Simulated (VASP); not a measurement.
# AlP (F-43m) in VASP: a series of runs

The runs below take AlP through single point, with r2SCAN.

All numbers are computed with VASP 6.6.1; they aren't measurements. Logs are shortened: lines on timing, memory, paths and dates and some standing lists are left out, and cuts for length are marked.

**The experiment to reproduce.**

From a printed reference work, data compilation, for a bulk crystal of AlP at 4.2 K: band gap 2.505 eV (indirect).

The results are compared with them further down.

## Step 1: The cell of the first run

It takes space group F-43m (No. 216, cubic). The conventional cell has a = 5.441 Å, b = 5.441 Å, c = 5.441 Å, α = 90.00°, β = 90.00°, γ = 90.00°. Al (site symmetry -43m) has 4 P at 2.36 Å within 3.1 Å. P (site symmetry -43m) has 4 Al at 2.36 Å within 3.1 Å.

## Step 2: Single point, r2SCAN

The input, POSCAR:

```
AlP
1.0
    0.0000000000      2.7207486700      2.7207486700
    2.7207486700      0.0000000000      2.7207486700
    2.7207486700      2.7207486700      0.0000000000
Al P
1 1
Direct
    0.0000000000      0.0000000000      0.0000000000
    0.2500000000      0.2500000000      0.2500000000
```

The input, INCAR.step1:

```
  PREC = Accurate
  ENCUT = 550
  ISMEAR = -1
  SIGMA = 0.02
  LREAL = F
  LASPH = T
  NELM = 120
  NBANDS = 11
  GGA = PE
  ALGO = Normal
  EDIFF = 1E-5
  LWAVE = T
  LCHARG = F
  GGA_COMPAT = F
```

The input, INCAR.step2:

```
  PREC = Accurate
  ENCUT = 550
  EDIFF = 1E-6
  ISMEAR = -1
  SIGMA = 0.02
  LREAL = F
  LASPH = T
  NELM = 120
  ALGO = Normal
  ISIF = 2
  LWAVE = F
  LCHARG = F
  METAGGA = R2SCAN
  LMIXTAU = T
  NBANDS = 11
  ISTART = 1
  GGA_COMPAT = F
```

The input, KPOINTS:

```
regular mesh
0
Gamma
  10 10 10
```

Potentials or basis: VASP PAW PBE potentials, release 64 (Al, P).

Started as:

```bash
$ cat potpaw_PBE.64/Al/POTCAR potpaw_PBE.64/P/POTCAR > POTCAR
$ cp INCAR.step1 INCAR
$ mpirun -np 1 vasp_std > vasp.out
$ cp INCAR.step2 INCAR
$ mpirun -np 1 vasp_std > vasp.out
```

OUTCAR:

```text
PREC = Accurate
   ENCUT = 550
   EDIFF = 1E-6
   ISMEAR = -1
   LREAL = F
   LASPH = T
   NELM = 120
   ISIF = 2
   METAGGA = R2SCAN
   ISTART = 1

 ion  position               nearest neighbor table
   1  0.000  0.000  0.000-   2 2.36   2 2.36   2 2.36   2 2.36
   2  0.250  0.250  0.250-   1 2.36   1 2.36   1 2.36   1 2.36

  LATTYP: Found a face centered cubic cell.
 ALAT       =     5.4414973400

  Lattice vectors:

 A1 = (   0.0000000000,   2.7207486700,   2.7207486700)
 A2 = (   2.7207486700,   0.0000000000,   2.7207486700)
 A3 = (   2.7207486700,   2.7207486700,   0.0000000000)

Analysis of symmetry for initial positions (statically):
=====================================================================
 Subroutine PRICEL returns:
 Original cell was already a primitive cell.

 Routine SETGRP: Setting up the symmetry group for a
 face centered cubic supercell.

 Subroutine GETGRP returns: Found 24 space group operations
 (whereof 24 operations were pure point group operations)
 out of a pool of 48 trial point group operations.

The static configuration has the point symmetry T_d .

Analysis of symmetry for dynamics (positions and initial velocities):
=====================================================================
 Subroutine PRICEL returns:
 Original cell was already a primitive cell.

 Routine SETGRP: Setting up the symmetry group for a
 face centered cubic supercell.

 Subroutine GETGRP returns: Found 24 space group operations
 (whereof 24 operations were pure point group operations)
 out of a pool of 48 trial point group operations.

The dynamic configuration has the point symmetry T_d .

 Subroutine INISYM returns: Found 24 space group operations
 (whereof 24 operations are pure point group operations),
 and found     1 'primitive' translations

----------------------------------------------------------------------------------------

                                     Primitive cell

  volume of cell :      40.2805

  direct lattice vectors                    reciprocal lattice vectors
     0.000000000  2.720748670  2.720748670    -0.183772947  0.183772947  0.183772947
     2.720748670  0.000000000  2.720748670     0.183772947 -0.183772947  0.183772947
     2.720748670  2.720748670  0.000000000     0.183772947  0.183772947 -0.183772947

  length of vectors
     3.847719669  3.847719669  3.847719669     0.318304081  0.318304081  0.318304081

  position of ions in fractional coordinates (direct lattice)
     0.000000000  0.000000000  0.000000000
     0.250000000  0.250000000  0.250000000

  ion indices of the primitive-cell ions
   primitive index   ion index
                 1           1
                 2           2

----------------------------------------------------------------------------------------

 KPOINTS: regular mesh

Automatic generation of k-mesh.
 Grid dimensions read from file:
 generate k-points for:   10   10   10

 Generating k-lattice:

  Cartesian coordinates                     Fractional coordinates (reciprocal lattice)
    -0.018377295  0.018377295  0.018377295     0.100000000  0.000000000  0.000000000
     0.018377295 -0.018377295  0.018377295     0.000000000  0.100000000  0.000000000
     0.018377295  0.018377295 -0.018377295     0.000000000  0.000000000  0.100000000

  Length of vectors
     0.031830408  0.031830408  0.031830408

  Shift w.r.t. Gamma in fractional coordinates (k-lattice)
     0.000000000  0.000000000  0.000000000

 Subroutine IBZKPT returns following result:
 ===========================================

 Found     47 irreducible k-points:

 Following reciprocal coordinates:
            Coordinates               Weight
  0.000000  0.000000  0.000000      1.000000
  0.100000  0.000000  0.000000      8.000000
  0.200000  0.000000  0.000000      8.000000
  0.300000  0.000000  0.000000      8.000000
  0.400000  0.000000  0.000000      8.000000
  0.500000  0.000000  0.000000      4.000000
[... 16 lines left out ...]
  0.300000  0.300000  0.000000      6.000000
  0.400000  0.300000  0.000000     24.000000
 [... further k-points ...]
   k-points           NKPTS =     47   k-points in BZ     NKDIM =     47   number of bands    NBANDS=     11
   number of dos      NEDOS =    301   number of ions     NIONS =      2
   total plane-waves  NPLWV =  27000
   dimension x,y,z NGX =    30 NGY =   30 NGZ =   30
   dimension x,y,z NGXF=    60 NGYF=   60 NGZF=   60
   ions per type =               1   1
   NGX,Y,Z   is equivalent  to a cutoff of  12.96, 12.96, 12.96 a.u.
   NGXF,Y,Z  is equivalent  to a cutoff of  25.92, 25.92, 25.92 a.u.
 SYSTEM =  unknown system
   PREC   = accura    normal or accurate (medium, high low for compatibility)
   ISTART =      1    job   : 0-new  1-cont  2-samecut
   ICHARG =      0    charge: 1-file 2-atom 10-const
   ISPIN  =      1    spin polarized calculation?
   LNONCOLLINEAR =      F non collinear calculations
   LSORBIT =      F    spin-orbit coupling
   LASPH  =      T    aspherical Exc in radial PAW
   ENCUT  =  550.0 eV  40.42 Ry    6.36 a.u.   7.36  7.36  7.36*2*pi/ulx,y,z
   NELM   =    120;   NELMIN=  2; NELMDL=  0     # of ELM steps
   EDIFF  = 0.1E-05   stopping-criterion for ELM
   LREAL  =      F    real-space projection
   EDIFFG = 0.1E-04   stopping-criterion for IOM
   NSW    =      0    number of steps for IOM
   IBRION =     -1    ionic relax: 0-MD 1-quasi-New 2-CG
   NFREE  =      0    steps in history (QN), initial steepest desc. (CG)
   ISIF   =      2    stress and relaxation
   ISYM   =      2    0-nonsym 1-usesym 2-fastsym
   POTIM  = 0.5000    time-step for ionic-motion
   TEBEG  =    0.0;   TEEND  =   0.0 temperature during run
   PSTRESS=    0.0 pullay stress
   NELECT =       8.0000    total number of electrons
   NUPDOWN=      -1.0000    fix difference up-down
   EMIN   =  10.00;   EMAX   =-10.00  energy-range for DOS
   EFERMI =   0.00;   METHOD = LEGACY
   ISMEAR =    -1;   SIGMA  =   0.02  broadening in eV -4-tet -1-fermi 0-gaus
   EFERMI_NEDOS =   21; number of points for ismear=-14 and -15
   IALGO  =     38    algorithm
   IMIX   =      4    mixing-type and parameters
     AMIX     =   0.40;   BMIX     =  1.00
     AMIX_MAG =   1.60;   BMIX_MAG =  1.00
  volume/ion in A,a.u.               =      20.14       135.91
  Fermi-wavevector in a.u.,A,eV,Ry     =   0.955153  1.804978 12.412837  0.912318
  Thomas-Fermi vector in A             =   2.083965
   LORBIT       =      0    0 simple, 1 ext, 2 COOP (PROOUT), +10 PAW based schemes
   METAGGA = R2SCAN    functional components
   LHFCALC =     F    Hartree Fock is set to
   AEXX    =    0.0000 exact exchange contribution
   IVDW    =     0    specifies the selected vdW correction
   LEPSILON=     F    determine dielectric tensor
   LRPA    =     F    only Hartree local field effects (RPA)
 non-spin polarized calculation
  energy-cutoff  :      550.00
  volume of cell :       40.28
 maximum number of plane-waves:      1243
 NGX is ok and might be reduce to    30
   NGX = 15   NGY = 15   NGZ = 15

 number of electron       7.9999999 magnetization

 Free energy of the ion-electron system (eV)
  ---------------------------------------------------
  ext. energy  EPLUGINS =         0.00000000
  ---------------------------------------------------
  free energy    TOTEN  =       -17.20684937 eV

  energy without entropy =      -17.20684937  energy(sigma->0) =      -17.20684937

 E-fermi :   4.9238     XC(G=0):  -9.6714

 val. band max:        4.5003790032   @ k =   0.0000   0.0000   0.0000
 cond. band min:       6.3916897925   @ k =   0.5000   0.5000   0.0000
 fundamental gap:      1.8913107893
 Fermi energy:         4.9238141989

 k-point     1 :       0.0000    0.0000    0.0000
  band No.  band energies     occupation
      1      -7.5489      2.00000
      2       4.5004      2.00000
      3       4.5004      2.00000
      4       4.5004      2.00000
      5       8.5977      0.00000
      6       9.4925      0.00000
      7       9.4925      0.00000
      8       9.4925      0.00000
      9      13.8224      0.00000
     10      13.8224      0.00000
     11      15.7813      0.00000

 k-point     2 :       0.1000    0.0000    0.0000
  band No.  band energies     occupation
      1      -7.4318      2.00000
      2       3.6553      2.00000
      3       4.3981      2.00000
      4       4.3981      2.00000
      5       8.8864      0.00000
      6       9.6969      0.00000
      7       9.6969      0.00000
      8       9.8684      0.00000
      9      13.4641      0.00000
     10      13.4641      0.00000
     11      16.2616      0.00000

 k-point     3 :       0.2000    0.0000    0.0000
  band No.  band energies     occupation
      1      -7.0935      2.00000
      2       2.0667      2.00000
      3       4.1650      2.00000
      4       4.1650      2.00000
      5       8.5955      0.00000
      6      10.0483      0.00000
      7      10.0483      0.00000
      8      11.3754      0.00000
      9      13.1663      0.00000
     10      13.1663      0.00000
     11      16.0142      0.00000

 k-point     4 :       0.3000    0.0000    0.0000
  band No.  band energies     occupation
      1      -6.5844      2.00000
      2       0.4970      2.00000
      3       3.9261      2.00000
      4       3.9261      2.00000
      5       8.2167      0.00000
      6      10.0488      0.00000
      7      10.0488      0.00000
      8      12.8697      0.00000
      9      13.8023      0.00000
     10      13.8023      0.00000
     11      15.6115      0.00000
[... 239 lines left out ...]
 k-point    22 :      -0.2000    0.2000    0.0000
  band No.  band energies     occupation
      1      -6.4089      2.00000
      2       0.7748      2.00000
      3       2.3020      2.00000
      4       3.9879      2.00000
      5       9.2549      0.00000
      6      10.4251      0.00000
      7      10.6234      0.00000
      8      11.3760      0.00000
      9      12.1958      0.00000
     10      16.4704      0.00000
     11      18.1004      0.00000

 k-point    23 :       0.3000    0.3000    0.0000
  band No.  band energies     occupation
      1      -6.2451      2.00000
      2       0.8572      2.00000
      3       2.8614      2.00000
      4       2.8614      2.00000
      5       7.3355      0.00000
      6       8.4291      0.00000
      7      13.0430      0.00000
      8      13.0430      0.00000
      9      14.3623      0.00000
     10      15.6205      0.00000
     11      19.9567      0.00000

 k-point    24 :       0.4000    0.3000    0.0000
  band No.  band energies     occupation
      1      -5.8088      2.00000
      2       0.1009      2.00000
      3       2.3549      2.00000
      4       2.6791      2.00000
      5       7.2486      0.00000
      6       8.3604      0.00000
      7      13.1960      0.00000
      8      13.3966      0.00000
      9      16.0760      0.00000
     10      16.6857      0.00000
     11      19.0503      0.00000

 [... further k-points ...]
[... 5 lines left out ...]
  --------------------------------------------------------------------------------------
  -------------------------------------------------------------------------------------
  Total        0.4030922      0.4030922      0.4030922      0.0000000      0.0000000      0.0000000
  in kB       16.0331810     16.0331810     16.0331810      0.0000000      0.0000000      0.0000000
  external PRESSURE =      16.0331810 kB  Pullay stress =       0.0000000 kB

 VOLUME and BASIS-vectors are now :
 -----------------------------------------------------------------------------
  energy-cutoff  :      550.00
  volume of cell :       40.28
      direct lattice vectors                 reciprocal lattice vectors
     0.000000000  2.720748670  2.720748670    -0.183772947  0.183772947  0.183772947
     2.720748670  0.000000000  2.720748670     0.183772947 -0.183772947  0.183772947
     2.720748670  2.720748670  0.000000000     0.183772947  0.183772947 -0.183772947

 POSITION                                       TOTAL-FORCE (eV/Angst)
 -----------------------------------------------------------------------------------
      0.00000      0.00000      0.00000        -0.000000      0.000000      0.000000
      1.36037      1.36037      1.36037         0.000000     -0.000000     -0.000000
 -----------------------------------------------------------------------------------
    total drift:                               -0.000000     -0.000000     -0.000000

  FREE ENERGIE OF THE ION-ELECTRON SYSTEM (eV)
  ---------------------------------------------------
  free  energy   TOTEN  =       -17.2068493688 eV

  energy  without entropy=      -17.2068493688  energy(sigma->0) =      -17.20684937
```

It took 84 s on 1 thread of Intel Xeon Platinum 8259CL at 2.50GHz (Skylake/Cascade Lake), shared host; peak memory 0.17 GiB.

What came out:

- Free energy: -17.2068 eV
- Pressure: 1.6 GPa
- Band gap on the k mesh: 1.89 eV (least direct gap 4.09 eV)

Caveat: the PAW data sets were made with another functional, which shifts forces and pressure a little. r2SCAN opens gaps a little over a GGA but as a rule still falls short of measured ones.

## Step 3: Single point, r2SCAN

This run uses another cell than the first one, of 20.55 Å³/atom.

The input, POSCAR:

```
AlP
1.0
    0.0000000000      2.7391326700      2.7391326700
    2.7391326700      0.0000000000      2.7391326700
    2.7391326700      2.7391326700      0.0000000000
Al P
1 1
Direct
    0.0000000000      0.0000000000      0.0000000000
    0.2500000000      0.2500000000      0.2500000000
```

The input, INCAR.step1:

```
SYSTEM = AlP
  PREC = Accurate
  ENCUT = 550
  ISMEAR = -1
  SIGMA = 0.02
  LREAL = .FALSE.
  LASPH = .TRUE.
  NELM = 120
  NBANDS = 11
  GGA = PE
  ALGO = Normal
  EDIFF = 1E-5
  LWAVE = .TRUE.
  LCHARG = .FALSE.
  GGA_COMPAT = .FALSE.
```

The input, INCAR.step2:

```
SYSTEM = AlP
  PREC = Accurate
  ENCUT = 550
  EDIFF = 1E-6
  ISMEAR = -1
  SIGMA = 0.02
  LREAL = .FALSE.
  LASPH = .TRUE.
  NELM = 120
  ALGO = Normal
  ISIF = 2
  LWAVE = .FALSE.
  LCHARG = .FALSE.
  METAGGA = R2SCAN
  LMIXTAU = .TRUE.
  NBANDS = 11
  ISTART = 1
  GGA_COMPAT = .FALSE.
```

The input, KPOINTS:

```
regular mesh
0
G
  10 10 10
  0 0 0
```

Potentials or basis: VASP PAW PBE potentials, release 64 (Al, P).

Started as:

```bash
$ cat potpaw_PBE.64/Al/POTCAR potpaw_PBE.64/P/POTCAR > POTCAR
$ cp INCAR.step1 INCAR
$ mpirun -np 1 vasp_std > vasp.out
$ cp INCAR.step2 INCAR
$ mpirun -np 1 vasp_std > vasp.out
```

Wall time 95 s (1 thread of Intel Xeon Platinum 8259CL at 2.50GHz (Skylake/Cascade Lake), shared host); peak memory 0.17 GiB.

It converged, with:

* Free energy: -17.2101 eV
* Pressure: -0.3 GPa
* Band gap on the k mesh: 1.93 eV (least direct gap 3.91 eV)

Levels at points of the mesh, in eV from the valence-band top:
| k point | band 1 | band 2 | band 3 | band 4 | band 5 | band 6 | band 7 | band 8 |
| --- | --- | --- | --- | --- | --- | --- | --- | --- |
| (0.00, 0.00, 0.00) | -11.93 | 0.00 | 0.00 | 0.00 | 3.91 | 4.96 | 4.96 | 4.96 |
| (0.50, 0.00, 0.00) | -10.21 | -5.63 | -0.79 | -0.79 | 3.29 | 5.22 | 5.22 | 8.92 |
| (0.50, 0.50, 0.00) | -9.53 | -5.40 | -2.16 | -2.16 | 1.93 | 2.85 | 11.90 | 11.90 |

Caveat: the PAW data sets were made with another functional, which shifts forces and pressure a little.

## Step 4: Single point, r2SCAN

This run uses another cell than the first one, of 20.96 Å³/atom.

The input, POSCAR:

```
AlP
1.0
    0.0000000000      2.7572731500      2.7572731500
    2.7572731500      0.0000000000      2.7572731500
    2.7572731500      2.7572731500      0.0000000000
Al P
1 1
Direct
    0.0000000000      0.0000000000      0.0000000000
    0.2500000000      0.2500000000      0.2500000000
```

The input, INCAR.step1:

```
PREC = Accurate
ENCUT = 550
ISMEAR = -1
SIGMA = 0.02
LREAL = False
LASPH = True
NELM = 120
NBANDS = 11
GGA = PE
ALGO = Normal
EDIFF = 1E-5
LWAVE = True
LCHARG = False
GGA_COMPAT = False
```

The input, INCAR.step2:

```
PREC = Accurate
ENCUT = 550
EDIFF = 1E-6
ISMEAR = -1
SIGMA = 0.02
LREAL = False
LASPH = True
NELM = 120
ALGO = Normal
ISIF = 2
LWAVE = False
LCHARG = True
METAGGA = R2SCAN
LMIXTAU = True
LELF = True
LVHAR = True
NBANDS = 11
ISTART = 1
GGA_COMPAT = False
```

The input, KPOINTS:

```
Automatic mesh
0
Gamma
  10 10 10
```

Started as:

```bash
$ cat potpaw_PBE.64/Al/POTCAR potpaw_PBE.64/P/POTCAR > POTCAR
$ cp INCAR.step1 INCAR
$ mpirun -np 1 vasp_std > vasp.out
$ cp INCAR.step2 INCAR
$ mpirun -np 1 vasp_std > vasp.out
```

Wall time 1.7 min (1 thread of Intel Xeon Platinum 8259CL at 2.50GHz (Skylake/Cascade Lake), shared host); peak memory 0.17 GiB.

The run converged. Its results:

```yaml
Free_energy: -17.2042 eV
Pressure: -2.0 GPa
Band_gap_on_the_k_mesh: 1.96 eV (least direct gap 3.73 eV)
```

Levels at points of the mesh, in eV from the valence-band top:
```tsv
k point	band 1	band 2	band 3	band 4	band 5	band 6	band 7	band 8	band 9
(0.00, 0.00, 0.00)	-11.82	0.00	0.00	0.00	3.73	4.93	4.93	4.93	9.28
(0.50, 0.00, 0.00)	-10.15	-5.54	-0.77	-0.77	3.21	5.21	5.21	8.85	12.07
(0.50, 0.50, 0.00)	-9.49	-5.33	-2.12	-2.12	1.96	2.85	11.72	11.72	12.64
```

Caveat: the PAW data sets were made with another functional, which shifts forces and pressure a little.

## Step 5: Overview

| cell | gap on the mesh (eV) | pressure (GPa) |
| --- | --- | --- |
| a = 3.848 Å, angles 60.0°, 2 atoms | 1.89 | 1.6 |
| a = 3.874 Å, angles 60.0°, 2 atoms | 1.93 | -0.3 |
| a = 3.899 Å, angles 60.0°, 2 atoms | 1.96 | -2.0 |

Alike in all rows: task single point; level r2SCAN; potentials or basis VASP PAW PBE potentials, release 64 (Al, P); no spin polarisation; k mesh 10 × 10 × 10; cutoff (eV) 550; smearing fermi-dirac 0.02 eV.

Caveats: the PAW data sets were made with another functional, which shifts forces and pressure a little.

Absolute energies hang on the potentials; compare differences alone.

## Step 6: How close it comes

Step 3. A measured gap of AlP is 2.505 eV (indirect; 4.2 K; a printed reference work, data compilation); the calculated 1.93 eV misses it by -0.58 eV. The value is that of r2SCAN on a finite k mesh, which can miss the band edges, without temperature or zero-point motion.
